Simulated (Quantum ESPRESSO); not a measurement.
**C: single point with LDA**

C:

```
CELL_PARAMETERS angstrom
2.46100 0.00000 0.00000
-1.23050 2.13129 0.00000
0.00000 0.00000 6.70800
ATOMIC_POSITIONS crystal
C 0.00000 0.00000 0.25000
C 0.00000 0.00000 0.75000
C 0.33333 0.66667 0.25000
C 0.66667 0.33333 0.75000
```

The cell was built by a generator and needn't be a form met in nature.

| Property | Result |
| --- | --- |
| Program | Quantum ESPRESSO 7.5 |
| Task | single point |
| Functional | LDA |
| Potentials or basis | GBRV 1.5 LDA |
| Cutoff | 612 eV |
| Density cutoff | 4898 eV |
| k mesh | 12 × 12 × 4 |
| Occupations | methfessel-paxton, width 0.1 eV |
| Spin | no spin polarisation |
| Form of the LDA correlation | PZ81 |
| Mixing beta | 0.5 |
| Most SCF iterations | 120 |
| SCF threshold | 8e-10 Ry |

```json
{
 "Pressure": "-5.9 GPa",
 "Band gap on the k mesh": "none (metal or under the smearing width)"
}
```

Stress tensor (GPa, compression positive):
```
-8.60  0.00  0.00
 0.00 -8.60  0.00
 0.00  0.00 -0.51
```

Levels at points of the mesh, in eV from the Fermi level:
```csv
k point,band 4,band 5,band 6,band 7,band 8,band 9,band 10,band 11,band 12,band 13
"(0.00, 0.00, 0.00)",-6.55,-3.01,-3.01,-2.99,-2.99,3.90,8.31,8.31,8.37,8.37
"(0.00, 0.00, -0.50)",-7.68,-3.00,-3.00,-3.00,-3.00,6.56,6.56,8.34,8.34,8.34
"(0.00, -0.50, 0.00)",-13.09,-6.42,-6.36,-2.78,-2.07,1.46,2.18,7.34,7.76,10.94
"(0.00, -0.50, -0.50)",-13.15,-6.39,-6.39,-2.36,-2.36,1.60,1.60,7.55,7.55,12.24
```

It took 2.7 s on 4 MPI ranks on Arm Neoverse V2 (shared host), peak memory 0.24 GiB a rank.
